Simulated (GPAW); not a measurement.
# GaP (F-43m) in GPAW: further runs

One crystal, GaP, is run at these levels: vdW-DF-cx, PBE, BP86; tasks: band structure.

Everything below comes from runs of GPAW 26.7.0. Logs are shortened: lines on timing, memory, paths and dates and some standing lists are left out, and cuts for length are marked. The log counts tension as positive stress, the text compression.

**Experimental background.**

“Stacking defects in GaP nanowires: Electronic structure and optical properties”, 2018, arxiv:1810.01194 quotes, for a bulk crystal of GaP at 10 K: band gap 2.34 eV (indirect).

The runs below are set against these values where they give the same quantity.

## 1. The crystal as given

Symmetry: F-43m, No. 216, cubic system. Conventional cell: a = 5.451 Å, b = 5.451 Å, c = 5.451 Å, α = 90.00°, β = 90.00°, γ = 90.00°. Ga (site symmetry -43m) has 4 P at 2.36 Å as nearest neighbours. P (site symmetry -43m) has 4 Ga at 2.36 Å as nearest neighbours.

## 2. Band structure, vdW-DF-cx, spin-orbit coupling, no magnetisation

run.py

```python
import numpy as np
from ase.dft.bandgap import bandgap
from ase.io import read, write
from gpaw import GPAW, PW
from gpaw.spinorbit import soc_eigenstates

atoms = read('POSCAR')

calc = GPAW(mode=PW(600),
            xc={'name': 'vdW-DF-cx', 'backend': 'libvdwxc'},
            kpts={'size': (8, 8, 8), 'gamma': True},
            occupations={'name': 'fermi-dirac', 'width': 0.05},
            nbands=11,
            convergence={'density': 1e-05, 'energy': 1e-05},
            maxiter=150,
            txt='gpaw.txt')
atoms.calc = calc
energy = atoms.get_potential_energy()
forces = atoms.get_forces()
calc.write('gs.gpw')
write('result.traj', atoms)
print(f'Energy: {energy:.6f} eV')
print('Forces (eV/A):')
print(forces.round(4))
print('Fermi level:', round(calc.get_fermi_level(), 4), 'eV')
print(f'Gap: {bandgap(calc)[0]:.4f} eV, direct: {bandgap(calc, direct=True)[0]:.4f} eV')

path = atoms.cell.bandpath('GXWKGLUWLK,UX', npoints=80, eps=1e-4)
bs_calc = calc.fixed_density(kpts=path, symmetry='off', nbands=21,
                             convergence={'bands': 'CBM+6.0', 'eigenstates': 1e-6}, txt='bands.txt')
bs = bs_calc.band_structure()
bs.write('bs.json')
print(f'Gap on the path: {bandgap(bs_calc)[0]:.4f} eV')

soc = soc_eigenstates(bs_calc, theta=90, phi=45)
np.savetxt('soc_bands.dat', soc.eigenvalues(), fmt='%.4f')
mesh = soc_eigenstates('gs.gpw', theta=90, phi=45)
np.savetxt('soc_mesh.dat', mesh.eigenvalues(), fmt='%.4f')
print('Fermi level with spin-orbit coupling:', round(mesh.fermi_level, 4), 'eV')
```

POSCAR

```
GaP
1.0
    0.0000000000      2.7252500000      2.7252500000
    2.7252500000      0.0000000000      2.7252500000
    2.7252500000      2.7252500000      0.0000000000
Ga P
1 1
Direct
    0.0000000000      0.0000000000      0.0000000000
    0.7500000000      0.7500000000      0.7500000000
```

Potentials or basis: GPAW PAW data sets (gpaw-data 1.2.1), pw.

On the command line:

```console
> OMP_NUM_THREADS=1 python run.py
```

gpaw.txt:

```text
__  _  _
 | _ |_)|_||  |
 |__||  | ||/\| - 26.7.0

Input parameters:
  mode=PW(ecut=600.0),
  convergence={'density': 1e-05, 'energy': 1e-05},
  kpts=MonkhorstPack(size=(8, 8, 8), gamma=True),
  maxiter=150,
  nbands=11,
  occupations=Occupations(name='fermi-dirac', width=0.05),
  xc=XC(name='vdW-DF-cx', backend='libvdwxc')

Diagonalizing LCAO Hamiltonian
Converting LCAO to pw mode

                    P

       Ga

Atoms  # Å, Bohr magnetons
|   | symbol |        x |        y |        z |    initial magnetic moments |
|---|--------|----------|----------|----------|-----------------------------|
| 0 |     Ga | 0.000000 | 0.000000 | 0.000000 | ( 0.0000,  0.0000,  0.0000) |
| 1 |      P | 4.087875 | 4.087875 | 4.087875 | ( 0.0000,  0.0000,  0.0000) |

Unit cell  # Å
| periodic |        x |        y |        z |  lengths |    angles |
|----------|----------|----------|----------|----------|-----------|
|      yes | 0.000000 | 2.725250 | 2.725250 | 3.854086 | 60.000000 |
|      yes | 2.725250 | 0.000000 | 2.725250 | 3.854086 | 60.000000 |
|      yes | 2.725250 | 2.725250 | 0.000000 | 3.854086 | 60.000000 |

Number of symmetries: 24
Symmetry operations  # r_c * U_cc + t_c -> r_c
|    | kind |            matrix            |
|----|------|------------------------------|
|  0 |  E   |  1, 0, 0,  0, 1, 0,  0, 0, 1 |
|  1 |  σ   |  1, 0, 0,  0, 0, 1,  0, 1, 0 |
|  2 |  σ   |  1, 0,-1,  0, 1,-1,  0, 0,-1 |
|  3 |  C3  |  1, 0,-1,  0, 0,-1,  0, 1,-1 |
|  4 |  C3  |  1,-1, 0,  0,-1, 1,  0,-1, 0 |
|  5 |  σ   |  1,-1, 0,  0,-1, 0,  0,-1, 1 |
|  6 |  σ   |  0, 1, 0,  1, 0, 0,  0, 0, 1 |
|  7 |  C3  |  0, 1, 0,  0, 0, 1,  1, 0, 0 |
|  8 |  C2  |  0, 1,-1,  1, 0,-1,  0, 0,-1 |
|  9 |  S4  |  0, 1,-1,  0, 0,-1,  1, 0,-1 |
| 10 |  C3  |  0, 0, 1,  1, 0, 0,  0, 1, 0 |
| 11 |  σ   |  0, 0, 1,  0, 1, 0,  1, 0, 0 |
| 12 |  S4  |  0, 0,-1,  1, 0,-1,  0, 1,-1 |
| 13 |  C3  |  0, 0,-1,  0, 1,-1,  1, 0,-1 |
| 14 |  S4  |  0,-1, 1,  1,-1, 0,  0,-1, 0 |
| 15 |  C2  |  0,-1, 1,  0,-1, 0,  1,-1, 0 |
| 16 |  C3  |  0,-1, 0,  1,-1, 0,  0,-1, 1 |
| 17 |  S4  |  0,-1, 0,  0,-1, 1,  1,-1, 0 |
| 18 |  S4  | -1, 1, 0, -1, 0, 1, -1, 0, 0 |
| 19 |  C3  | -1, 1, 0, -1, 0, 0, -1, 0, 1 |
| 20 |  C3  | -1, 0, 1, -1, 1, 0, -1, 0, 0 |
| 21 |  S4  | -1, 0, 1, -1, 0, 0, -1, 1, 0 |
| 22 |  σ   | -1, 0, 0, -1, 1, 0, -1, 0, 1 |
| 23 |  C2  | -1, 0, 0, -1, 0, 1, -1, 1, 0 |

BZ-sampling:
  Number of BZ points: 512
  Number of IBZ points: 29

  Monkhorst-Pack size: [8, 8, 8]
  Monkhorst-Pack shift: [0.0625, 0.0625, 0.0625]

K-points  # in reciprocal-cell coordinates
|     |                                coordinates |     weight |
|-----|--------------------------------------------|------------|
|   0 | (  0.00000000,   0.00000000,   0.00000000) | 0.00195312 |
|   1 | (  0.12500000,   0.12500000,   0.00000000) | 0.01171875 |
|   2 | (  0.12500000,   0.12500000,   0.12500000) | 0.01562500 |
|   3 | (  0.25000000,   0.12500000,   0.12500000) | 0.02343750 |
|   4 | (  0.25000000,   0.25000000,   0.00000000) | 0.01171875 |
|   5 | (  0.25000000,   0.25000000,   0.12500000) | 0.04687500 |
|   6 | (  0.25000000,   0.25000000,   0.25000000) | 0.01562500 |
|   7 | (  0.37500000,   0.25000000,  -0.37500000) | 0.04687500 |
|   8 | (  0.37500000,   0.25000000,   0.12500000) | 0.04687500 |
|   9 | (  0.37500000,   0.25000000,   0.25000000) | 0.04687500 |
| ... |                                            |            |
|  28 | (  0.50000000,   0.50000000,   0.50000000) | 0.00781250 |

Plane wave coefficients: 1365
Cutoff: 600.0 eV

Spin-components: 1 (collinear spins)
Bands:           11
Projectors:      10
Spin-degeneracy: 2
Datatype:        complex128

Parallelization:
  kpt:    1
  domain: 1
  band:   1

Density:
  Valence electrons: 8.0
  Components: 1
  Grid points: [24 24 24]
  Charge: 0.0  # |e|

Potential:
  Grid points: [24 24 24]

species:
  Ga:
    name:    Gallium
    Z:       31.0
    valence: 3
    core:    28
    charge:  0.0  # [|e|]
    compensation charges:
      type: gauss
      rc: 0.37  # [Å]
      lmax: 2
    cutoffs:
      filter: 2.06  # [Å]
      core: 4.17  # [Å]
    projectors
    | kind |    occ | energy [eV] | rcut [Å] |
    |------|--------|-------------|----------|
    |   4s |  2.000 |      -8.945 |    1.164 |
    |   4p |  1.000 |      -2.580 |    1.164 |
    |    s |        |      18.266 |    1.164 |
    |    p |        |      24.631 |    1.164 |
    |    d |        |       0.000 |    1.164 |

    Using partial waves for Ga as LCAO basis

  P:
    name:    Phosphorus
    Z:       15.0
    valence: 5
    core:    10
    charge:  0.0  # [|e|]
    compensation charges:
      type: gauss
      rc: 0.30  # [Å]
      lmax: 2
    cutoffs:
      filter: 1.69  # [Å]
      core: 1.81  # [Å]
    projectors
    | kind |    occ | energy [eV] | rcut [Å] |
    |------|--------|-------------|----------|
    |   3s |  2.000 |     -13.968 |    0.953 |
    |   3p |  3.000 |      -5.506 |    0.953 |
    |    s |        |      13.244 |    0.953 |
    |    p |        |      21.705 |    0.953 |
    |    d |        |       0.000 |    0.953 |

    Using partial waves for P as LCAO basis

Reference energy: -62187.585188  # eV

eigensolver:
  PPCG
  Converge bands: occupied
  niter=2

density mixing:
  MSR1-Mixer
  Pratt-step length: 0.05
  Maximum mixing coefficient: 0.75
  Old densities: 10
  SVD Regularization: 0.005
  Good broyden scale: 1.0
  Trust region scale: 1.0
  Backstep threshold: 4.0
  History deletion threshold: 6.0
  Fourier metric: weight=20.0, sigma=0.015

occupation numbers:
  Fermi-Dirac:
    width: 0.0500  # eV

poisson solver:
  ecut: 4800.0  # eV

xc functional:
  name: vdW-DF-cx with libvdwxc
  Mode: serial
  Semilocal: GGA_X_LV_RPW86+LDA_C_PW with 2 nearest neighbor stencil
  Local blocksize: 48 x 48 x 48
  PAW datasets: PBE

convergence criteria:
- Maximum integral of absolute [dens]ity change: 1e-05 electrons / valence electron
- Maximum [total energy] change in last 3 cyles: 1e-05 eV / valence electron
- Maximum integral of absolute [eigenst]ate change: 4e-08 eV^2 / valence electron
maximum number of iterations: 150

SCF iterations
|iter     | |      energy | eigst |  dens |
|---------|-|-------------|-------|-------|
|iter:   1| |   22.476663 | -0.29 |       |
|iter:   2| |   22.506647 | -2.32 | -0.85 |
|iter:   3| |   22.637065 | -1.96 | -0.88 |
|iter:   4| |   22.636780 | -3.49 | -1.54 |
|iter:   5| |   22.636620 | -4.49 | -2.11 |
|iter:   6| |   22.636578 | -5.77 | -2.83 |
|iter:   7| |   22.636577c| -7.42c| -3.94 |
|iter:   8| |   22.636577c| -7.78c| -4.50 |
|iter:   9| |   22.636577c| -8.81c| -5.38c|

Converged in 9 steps
Energy contributions relative to reference atoms: (reference = -62187.585188)

Energy contributions:
  Kinetic:          23.142388
  Coulomb:         -20.276666
  Zero:             -0.013698
  External:          0.000000
  Xc:               19.784553
  Entropy:          -0.000000
  Spinorbit:         0.000000
  ----------------------------
  Free energy:      22.636577
  Extrapolated:     22.636577

dipole moment: (-10.796945, -10.796945, -10.796945)  # |e|*Ang

Fermi level: 5.679
Eigenvalues  # (at kpt = [0.000, 0.000, 0.000])
| band index |      eig [eV] | occ [0-2] |
|------------|---------------|-----------|
|          0 |        -7.537 |     2.000 |
|          1 |         4.911 |     2.000 |
|          2 |         4.911 |     2.000 |
|          3 |         4.911 |     2.000 |
|          4 |         6.813 |     0.000 |
|          5 |         8.808 |     0.000 |
|          6 |         8.808 |     0.000 |
|          7 |         8.808 |     0.000 |
|          8 |        13.686 |     0.000 |
|          9 |        14.571 |     0.000 |
|         10 |        14.571 |     0.000 |

Gap: 1.579 eV
Transition (v -> c):
  (s=0, k=0, n=3, [0.00, 0.00, 0.00]) -> (s=0, k=24, n=4, [0.50, 0.50, 0.00])
Direct/indirect transitions are different
Direct gap: 1.902 eV
Transition at: (s=0, k=0, n=3, [0.00, 0.00, 0.00])

Forces  # eV/Ang
|        x |        y |       z |
|----------|----------|---------|
|  0.00000 | -0.00000 | 0.00000 |  # Ga   0
| -0.00000 |  0.00000 | 0.00000 |  # P    1

# Writing to gs.gpw (mode='')
```

stdout:

```text
Energy: 22.636577 eV
Forces (eV/A):
[[ 0. -0.  0.]
 [-0.  0.  0.]]
Fermi level: 5.6794 eV
Gap: 1.5785 eV, direct: 1.9023 eV
Gap on the path: 1.5468 eV
Fermi level with spin-orbit coupling: 5.6862 eV
```

Run time: 48 s. Hardware: 1 thread of Arm Neoverse N1, shared host; peak memory 0.27 GiB.

What came out:

* Free energy: 22.6366 eV
* Band gap on the k mesh: 1.55 eV, indirect (least direct gap 1.87 eV)
* Band gap along the path: 1.52 eV, indirect (least direct gap 1.87 eV)

Levels at the corners of the path, in eV from the valence-band top:
| point | band 6 | band 7 | band 8 | band 9 | band 10 | band 11 |
| --- | --- | --- | --- | --- | --- | --- |
| Γ | 0.00 | 0.00 | 0.00 | 1.87 | 1.87 | 3.75 |
| X | -2.72 | -2.70 | -2.70 | 1.55 | 1.55 | 1.77 |
| W | -3.64 | -3.48 | -3.43 | 4.62 | 4.63 | 4.87 |
| K | -3.98 | -2.28 | -2.28 | 2.12 | 2.12 | 4.76 |
| Γ | 0.00 | 0.00 | 0.00 | 1.87 | 1.87 | 3.75 |
| L | -1.18 | -1.10 | -1.10 | 1.67 | 1.67 | 4.64 |
| U | -3.98 | -2.28 | -2.28 | 2.12 | 2.12 | 4.76 |
| W | -3.64 | -3.48 | -3.43 | 4.62 | 4.63 | 4.87 |
| L | -1.18 | -1.10 | -1.10 | 1.67 | 1.67 | 4.64 |
| K | -3.98 | -2.28 | -2.28 | 2.12 | 2.12 | 4.76 |
| U | -3.98 | -2.28 | -2.28 | 2.12 | 2.12 | 4.76 |
| X | -2.72 | -2.70 | -2.70 | 1.55 | 1.55 | 1.77 |

Caveat: spin-orbit coupling was added after a scalar SCF, so levels and gaps hold it while energy, forces, pressure and moments don't; this program's spin-orbit splittings come out too wide for heavy elements; the PAW data sets were made with another functional, which shifts forces and pressure a little.

## 3. Band structure, PBE

run.py

```python
from ase.dft.bandgap import bandgap
from ase.io import write
from ase.spacegroup import crystal
from gpaw import GPAW

# Ga 4a
# P 4c
atoms = crystal(['Ga', 'P'],
                basis=[[0.0, 0.0, 0.0],
                       [0.25, 0.25, 0.25]],
                spacegroup=216, setting=1,  # F-43m
                cellpar=[5.4505, 5.4505, 5.4505, 90.0, 90.0, 90.0],
                primitive_cell=True)

calc = GPAW(mode='lcao',
            h=0.16,
            basis='szp(dzp)',
            xc='PBE',
            kpts={'size': (8, 8, 8), 'gamma': True},
            occupations={'name': 'fermi-dirac', 'width': 0.05},
            convergence={'density': 1e-05, 'energy': 1e-05},
            maxiter=150,
            txt='gpaw.txt')
atoms.calc = calc
energy = atoms.get_potential_energy()
forces = atoms.get_forces()
calc.write('gs.gpw')
write('result.traj', atoms)
print(f'Energy: {energy:.6f} eV')
print('Forces (eV/A):')
print(forces.round(4))
print('Fermi level:', round(calc.get_fermi_level(), 4), 'eV')
print(f'Gap: {bandgap(calc)[0]:.4f} eV, direct: {bandgap(calc, direct=True)[0]:.4f} eV')

path = atoms.cell.bandpath('GXWKGLUWLK,UX', npoints=100, eps=1e-4)
bs_calc = calc.fixed_density(kpts=path, symmetry='off', txt='bands.txt')
bs = bs_calc.band_structure()
bs.write('bs.json')
print(f'Gap on the path: {bandgap(bs_calc)[0]:.4f} eV')
```

Potentials or basis: GPAW PAW data sets (gpaw-data 1.2.1), lcao:szp(dzp).

On the command line:

```console
> OMP_NUM_THREADS=1 python run.py
```

Run time: 2.6 min. Hardware: 1 thread of Arm Neoverse N1, shared host; peak memory 0.18 GiB.

These settings aren't checked as converged: the numbers below hold their error.

Results:

| Item | Value |
| --- | --- |
| Free energy | -8.4756 eV |
| Band gap on the k mesh | 1.83 eV, indirect (least direct gap 1.91 eV) |
| Band gap along the path | 1.83 eV, indirect (least direct gap 1.91 eV) |

Caveat: the real-space grid adds noise to forces; the basis of atomic orbitals isn't converged, which shifts pressures, moduli and gaps.

## 4. Band structure, BP86, spin-orbit coupling, no magnetisation

run.py

```python
import numpy as np
from ase.dft.bandgap import bandgap
from ase.io import write
from ase.spacegroup import crystal
from ase.units import GPa
from gpaw import GPAW, PW, setup_paths
from gpaw.spinorbit import soc_eigenstates

setup_paths.insert(0, '.')

# Ga 4a
# P 4c
atoms = crystal(['Ga', 'P'],
                basis=[[0.0, 0.0, 0.0],
                       [0.25, 0.25, 0.25]],
                spacegroup=216, setting=1,  # F-43m
                cellpar=[5.4505, 5.4505, 5.4505, 90.0, 90.0, 90.0],
                primitive_cell=True)

calc = GPAW(mode=PW(600),
            xc='GGA_X_B88+GGA_C_P86',
            kpts={'size': (8, 8, 8), 'gamma': True},
            occupations={'name': 'fermi-dirac', 'width': 0.05},
            nbands=11,
            convergence={'density': 1e-05, 'energy': 1e-05},
            maxiter=150,
            txt='gpaw.txt')
atoms.calc = calc
energy = atoms.get_potential_energy()
forces = atoms.get_forces()
stress = atoms.get_stress()
calc.write('gs.gpw')
write('result.traj', atoms)
print(f'Energy: {energy:.6f} eV')
print('Forces (eV/A):')
print(forces.round(4))
print('Stress (GPa):', (stress / GPa).round(3))
print('Fermi level:', round(calc.get_fermi_level(), 4), 'eV')
print(f'Gap: {bandgap(calc)[0]:.4f} eV, direct: {bandgap(calc, direct=True)[0]:.4f} eV')

path = atoms.cell.bandpath('GXWKGLUWLK,UX', npoints=60, eps=1e-4)
bs_calc = calc.fixed_density(kpts=path, symmetry='off', nbands=21,
                             convergence={'bands': 'CBM+6.0', 'eigenstates': 1e-6}, txt='bands.txt')
bs = bs_calc.band_structure()
bs.write('bs.json')
print(f'Gap on the path: {bandgap(bs_calc)[0]:.4f} eV')

soc = soc_eigenstates(bs_calc, theta=0, phi=0)
np.savetxt('soc_bands.dat', soc.eigenvalues(), fmt='%.4f')
mesh = soc_eigenstates('gs.gpw', theta=0, phi=0)
np.savetxt('soc_mesh.dat', mesh.eigenvalues(), fmt='%.4f')
print('Fermi level with spin-orbit coupling:', round(mesh.fermi_level, 4), 'eV')
```

Potentials or basis: PAW data sets generated in the run's folder for this functional, pw.

On the command line:

```console
> gpaw-setup -f GGA_X_B88+GGA_C_P86 Ga P
> OMP_NUM_THREADS=1 python run.py
```

It took 43 s on 1 thread of Arm Neoverse N1, shared host; peak memory 0.23 GiB.

It converged, with:

- Free energy: -8.7384 eV
- Pressure: 4.8 GPa
- Band gap on the k mesh: 1.65 eV, indirect (least direct gap 1.79 eV)
- Band gap along the path: 1.60 eV, indirect (least direct gap 1.79 eV)

Levels at the corners of the path, in eV from the valence-band top:
```csv
point,band 4,band 5,band 6,band 7,band 8,band 9,band 10,band 11,band 12,band 13
Γ,-0.09,0.00,0.00,0.00,0.00,1.79,1.79,3.78,3.78,3.95
X,-6.77,-2.70,-2.70,-2.68,-2.68,1.66,1.66,1.83,1.83,10.53
W,-6.55,-3.61,-3.59,-3.44,-3.39,4.73,4.73,4.86,4.88,6.05
K,-6.55,-3.95,-3.93,-2.27,-2.27,2.19,2.20,4.82,4.82,8.22
Γ,-0.09,0.00,0.00,0.00,0.00,1.79,1.79,3.78,3.78,3.95
L,-6.63,-1.18,-1.18,-1.10,-1.10,1.66,1.66,4.70,4.70,4.77
U,-6.55,-3.95,-3.93,-2.27,-2.27,2.19,2.20,4.82,4.82,8.22
W,-6.55,-3.61,-3.59,-3.44,-3.39,4.73,4.73,4.86,4.88,6.05
L,-6.63,-1.18,-1.18,-1.10,-1.10,1.66,1.66,4.70,4.70,4.77
K,-6.55,-3.95,-3.93,-2.27,-2.27,2.19,2.20,4.82,4.82,8.22
U,-6.55,-3.95,-3.93,-2.27,-2.27,2.19,2.20,4.82,4.82,8.22
X,-6.77,-2.70,-2.70,-2.68,-2.68,1.66,1.66,1.83,1.83,10.53
```

Caveat: spin-orbit coupling was added after a scalar SCF, so levels and gaps hold it while energy, forces, pressure and moments don't; this program's spin-orbit splittings come out too wide for heavy elements.

## 5. Against experiment

Step 2. Measured gap of GaP: 2.34 eV (indirect; 10 K; quoted in “Stacking defects in GaP nanowires: Electronic structure and optical properties”, 2018, arxiv:1810.01194). This calculation gives 1.52 eV (-0.82 eV). The value is that of vdW-DF-cx, without temperature or zero-point motion.

Step 4. A measured gap of GaP is 2.34 eV (indirect; 10 K; quoted in “Stacking defects in GaP nanowires: Electronic structure and optical properties”, 2018, arxiv:1810.01194); the calculated 1.60 eV misses it by -0.74 eV. The value is that of BP86, without temperature or zero-point motion.
